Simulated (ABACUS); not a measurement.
# Ge (P6_3/mmc) in ABACUS: single point with PBEsol

Aim: the single point of Ge with PBEsol.

Program: ABACUS 3.10.1. These are calculated values, not measurements. Logs are shortened: lines on timing, memory, paths and dates and some standing lists are left out, and cuts for length are marked.

### Step 1. The crystal as given

It takes space group P6_3/mmc (No. 194, hexagonal). The conventional cell has a = 3.998 Å, b = 3.998 Å, c = 6.599 Å, α = 90.00°, β = 90.00°, γ = 120.00°. Ge (site symmetry 3m) is surrounded by 4 Ge at 2.45 to 2.47 Å.

This isn't the form of Ge at room conditions, which is diamond.

### Step 2. Single point, PBEsol

Contents of INPUT:

```
INPUT_PARAMETERS
suffix              Ge
calculation         scf
basis_type          pw
pseudo_dir          ./
symmetry            1
dft_functional      pbesol
ecutwfc             79
pseudo_rcut         7
nspin               1
nbands              40
ks_solver           dav
smearing_method     fd
smearing_sigma      0.00367493
scf_thr             1e-08
scf_nmax            100
mixing_type         broyden
mixing_beta         0.7
cal_force           1
cal_stress          1
out_chg             1
kpar                4
```

Contents of STRU:

```
ATOMIC_SPECIES
Ge 72.6300 Ge.upf

LATTICE_CONSTANT
7.5543424031

LATTICE_VECTORS
1.0000000000 0.0000000000 0.0000000000
-0.5000000000 0.8660254038 0.0000000000
0.0000000000 0.0000000000 1.6508408347

ATOMIC_POSITIONS
Cartesian

Ge
0.0
4
-0.0000000001 0.5773502692 1.5470008826 1 1 1
0.5000000000 0.2886751346 0.7215804653 1 1 1
-0.0000000001 0.5773502692 0.9292603694 1 1 1
0.5000000000 0.2886751346 0.1038399521 1 1 1
```

Contents of KPT:

```
K_POINTS
0
Gamma
6 6 3 0 0 0
```

Potentials or basis: PseudoDojo NC SR 0.4.1 PBEsol standard, plane waves.

The run is started by

```console
$ OMP_NUM_THREADS=1 mpirun -np 4 abacus > log
```

running log:

```text
ABACUS v3.10.1

               Atomic-orbital Based Ab-initio Computation at UStc

 ------------------------------------------------------------------------------------

 READING GENERAL INFORMATION
                           global_out_dir = OUT.Ge/
                           global_in_card = INPUT
                               pseudo_dir = ./
                              orbital_dir =
                                    DSIZE = 4
                                    GSIZE = 1

 READING UNITCELL INFORMATION
                                    ntype = 1
                  lattice constant (Bohr) = 7.55434
              lattice constant (Angstrom) = 3.99758

 READING ATOM TYPE 1
                               atom label = Ge
                      L=0, number of zeta = 1
                      L=1, number of zeta = 1
                      L=2, number of zeta = 1
             number of atom for this type = 4

                        TOTAL ATOM NUMBER = 4
CARTESIAN COORDINATES ( UNIT =       7.554342403100 Bohr ).
    atom                   x                   y                   z     mag                  vx                  vy                  vz
tauc_Ge1           -0.0000000001        0.5773502692        1.5470008826  0.0000        0.0000000000        0.0000000000        0.0000000000
tauc_Ge2            0.5000000000        0.2886751346        0.7215804653  0.0000        0.0000000000        0.0000000000        0.0000000000
tauc_Ge3           -0.0000000001        0.5773502692        0.9292603694  0.0000        0.0000000000        0.0000000000        0.0000000000
tauc_Ge4            0.5000000000        0.2886751346        0.1038399521  0.0000        0.0000000000        0.0000000000        0.0000000000

                          Volume (Bohr^3) = 616.348
                             Volume (A^3) = 91.3332

 Lattice vectors: (Cartesian coordinate: in unit of a_0)
                   +1                  +0                  +0
                 -0.5           +0.866025                  +0
                   +0                  +0            +1.65084
 Reciprocal vectors: (Cartesian coordinate: in unit of 2 pi/a_0)
                   +1            +0.57735                  -0
                   -0             +1.1547                  -0
                   +0                  -0           +0.605752
 The esolver type has been set to : ksdft_pw

                PAO radial cut off (Bohr) = 7

 Read in pseudopotential file is Ge.upf
                     pseudopotential type = NC
          exchange-correlation functional = PBESOL
                 nonlocal core correction = 1
                        valence electrons = 14
                                     lmax = 2
                           number of zeta = 3
                     number of projectors = 6
                           L of projector = 0
                           L of projector = 0
                           L of projector = 1
                           L of projector = 1
                           L of projector = 2
                           L of projector = 2
     initial pseudo atomic orbital number = 36

 SETUP THE ELECTRONS NUMBER
            electron number of element Ge = 14
      total electron number of element Ge = 56
            AUTOSET number of electrons:  = 56
                           occupied bands = 28
                                   NBANDS = 40
                                   NLOCAL = 36

%%%%%%%%%%%%%%%%%%%%%%%%%%%%%%%%%%%%%%%%%%%%%%%%%%%%%%%%%%%%%%%%%%%%%%%%%%%%%%%%%%%%%%%%%%%%%%%%%%%%%%%%%%
 Warning: the number of valence electrons in pseudopotential > 4 for Ge: [Ar] 3d10 4s2 4p2
 Pseudopotentials with additional electrons can yield (more) accurate outcomes, but may be less efficient.
 If you're confident that your chosen pseudopotential is appropriate, you can safely ignore this warning.
%%%%%%%%%%%%%%%%%%%%%%%%%%%%%%%%%%%%%%%%%%%%%%%%%%%%%%%%%%%%%%%%%%%%%%%%%%%%%%%%%%%%%%%%%%%%%%%%%%%%%%%%%%

 SETUP THE PLANE WAVE BASIS
 energy cutoff for charge/potential (unit:Ry) = 316
            fft grid for charge/potential = [ 45, 45, 72 ]
                        fft grid division = [ 1, 1, 1 ]
        big fft grid for charge/potential = [ 45, 45, 72 ]
                                     nbxx = 145800
                                     nrxx = 145800

 SETUP PLANE WAVES FOR CHARGE/POTENTIAL
                    number of plane waves = 58403
                         number of sticks = 1237

 PARALLEL PW FOR CHARGE/POTENTIAL
     PROC   COLUMNS(POT)             PW
        1           1237          58403
 --------------- sum -------------------
        1           1237          58403
                            number of |g| = 3003
[... 54 lines left out ...]
               POINT GROUP IN SPACE GROUP = D_6h

 SETUP K-POINTS
                                    nspin = 1
                   Input type of k points = Monkhorst-Pack(Gamma)
                                   nkstot = 108
                       right hand lattice = 1
(for reciprocal lattice: )
                             BRAVAIS TYPE = 4
                     BRAVAIS LATTICE NAME = 04. Hexagonal cell
                                    ibrav = 4
                       right hand lattice = 1
(for k-lattice: )
                             BRAVAIS TYPE = 4
                     BRAVAIS LATTICE NAME = 04. Hexagonal cell
                                    ibrav = 4
                       right hand lattice = 1
                        ROTATION MATRICES = 24
                               nkstot_ibz = 14
K-POINTS REDUCTION ACCORDING TO SYMMETRY
     IBZ    DIRECT_X    DIRECT_Y    DIRECT_Z  WEIGHT  ibz2bz
       1  0.00000000  0.00000000  0.00000000  0.0093       0
       2 -0.16666667  0.16666667  0.00000000  0.0556       1
       3 -0.33333333  0.33333333  0.00000000  0.0556       2
       4  0.50000000  0.50000000  0.00000000  0.0278       3
       5 -0.16666667  0.33333333  0.00000000  0.0556       7
       6  0.50000000  0.33333333  0.00000000  0.1111       8
       7  0.33333333  0.33333333  0.00000000  0.0185      14
       8  0.00000000  0.00000000  0.33333333  0.0185      36
       9 -0.16666667  0.16666667  0.33333333  0.1111      37
      10 -0.33333333  0.33333333  0.33333333  0.1111      38
      11  0.50000000  0.50000000  0.33333333  0.0556      39
      12 -0.16666667  0.33333333  0.33333333  0.1111      43
      13  0.50000000  0.33333333  0.33333333  0.2222      44
      14  0.33333333  0.33333333  0.33333333  0.0370      50

                               nkstot now = 14
[... K-POINTS DIRECT COORDINATES: 14 rows ...]

           k-point number in this process = 4
       minimum distributed K point number = 3
[... stars of the k points ...]

[... K-POINTS CARTESIAN COORDINATES: 4 rows ...]

[... K-POINTS DIRECT COORDINATES: 4 rows ...]

 SETUP PLANE WAVES FOR WAVE FUNCTIONS
     energy cutoff for wavefunc (unit:Ry) = 79
              fft grid for wave functions = [ 45, 45, 72 ]
                    number of plane waves = 9561
                         number of sticks = 367

 PARALLEL PW FOR WAVE FUNCTIONS
     PROC   COLUMNS(POT)             PW
        1            367           9561
 --------------- sum -------------------
        1            367           9561

 SETUP NONLOCAL PSEUDOPOTENTIALS IN PLANE WAVE BASIS
 Ge non-local projectors:
 projector 1 L=0
 projector 2 L=0
 projector 3 L=1
 projector 4 L=1
 projector 5 L=2
 projector 6 L=2
      TOTAL NUMBER OF NONLOCAL PROJECTORS = 72

 Init Non-Local PseudoPotential table :
 Init Non-Local-Pseudopotential done.

                                     npwx = 7367

 Make real space PAO into reciprocal space.
       max mesh points in Pseudopotential = 701
     dq(describe PAO in reciprocal space) = 0.01
                                    max q = 1071

 number of pseudo atomic orbitals for Ge is 3
WARNING: norm of atomic wavefunction # 2 of atomic type Ge is 0.999922, renormalized
WARNING: norm of atomic wavefunction # 3 of atomic type Ge is 0.995552, renormalized

 -------------------------------------------
 SELF-CONSISTENT
 -------------------------------------------
                                 init_chg = atomic

 PW ALGORITHM --------------- ION=   1  ELEC=   1--------------------------------

 Notice: Threshold on eigenvalues was too large.
 hsover_error=0.56 > DRHO=0.0653936
 Origin diag ethr = 0.01
 New diag ethr = 0.000116774

 Density error is 0.0663320938612
                          Error Threshold = 0.0001167742202
----------------------------------------------------------
     Energy           Rydberg                 eV
----------------------------------------------------------
 E_KohnSham     -713.6035893841      -9709.0749288766
 E_Harris       -713.5499099273      -9708.3445823985
 E_Fermi        0.6687643221         9.0990054001
----------------------------------------------------------
[... 75 lines left out ...]
 Density error is 2.30704681941e-10
                          Error Threshold = 1.37158500296e-10
----------------------------------------------------------
     Energy           Rydberg                 eV
----------------------------------------------------------
 E_KohnSham     -713.6052208627      -9709.0971262812
 E_KS(sigma->0) -713.6051491061      -9709.0961499830
 E_Harris       -713.6049999754      -9709.0941209559
 E_band         -40.9896769876       -557.6931662106
 E_one_elec     -369.9341565918      -5033.2124144731
 E_Hartree      222.4267545181       3026.2712490932
 E_xc           -172.7531010716      -2350.4265217435
 E_Ewald        -393.3445742042      -5351.7274865613
 E_entropy(-TS) -0.0001435131        -0.0019525965
 E_descf        0.0000000000         0.0000000000
 E_exx          0.0000000000         0.0000000000
 E_Fermi        0.6881069516         9.3621753746
----------------------------------------------------------

 charge density convergence is achieved
 final etot is -9709.0971263 eV
 EFERMI = 9.3621753746 eV

 STATE ENERGY(eV) AND OCCUPATIONS    NSPIN == 1
 1/4 kpoint (Cartesian) = 0.0000 0.0000 0.0000 (7367 pws)
       1       -15.5756      0.0185185
       2       -15.5756      0.0185185
       3       -15.5376      0.0185185
       4       -15.5376      0.0185185
       5       -15.5374      0.0185185
       6       -15.5244      0.0185185
[... 158 lines left out ...]
      39        19.6240        0.00000
      40        20.2530        0.00000

------------------------------------------------------------------------------------------
 TOTAL-FORCE (eV/Angstrom)
------------------------------------------------------------------------------------------
                       Ge1         0.0000000000         0.0000000000        -0.0189608484
                       Ge2         0.0000000000         0.0000000000        -0.0189608484
                       Ge3         0.0000000000         0.0000000000         0.0189608484
                       Ge4         0.0000000000         0.0000000000         0.0189608484
------------------------------------------------------------------------------------------

----------------------------------------------------------------
 TOTAL-STRESS (KBAR)
----------------------------------------------------------------
         2.9126995003        -0.0000000000         0.0000000000
         0.0000000000         2.9126995002         0.0000000000
         0.0000000000         0.0000000000        -2.4221890253
----------------------------------------------------------------
 TOTAL-PRESSURE: 1.134403 KBAR

 --------------------------------------------
 !FINAL_ETOT_IS -9709.0971262811926863 eV
 --------------------------------------------
```

Run time: 37 s. Hardware: 4 MPI ranks of Intel Xeon Platinum 8375C at 2.90GHz (Ice Lake), shared host; peak memory 0.68 GiB.

Results:

```yaml
Free_energy: -9709.0971 eV
Pressure: 0.1 GPa
Largest_force: 0.019 eV/Å
Band_gap_on_the_k_mesh: 0.17 eV, direct
```

Forces in eV/Å, atoms in the order of the input:
```
Ge   0.000  0.000 -0.019
Ge   0.000  0.000 -0.019
Ge   0.000  0.000  0.019
Ge   0.000  0.000  0.019
```

Stress tensor (GPa, compression positive):
```
 0.29  0.00  0.00
 0.00  0.29  0.00
 0.00  0.00 -0.24
```

Caveat: an odd mesh through Γ misses points on the zone boundary, where band edges often lie.
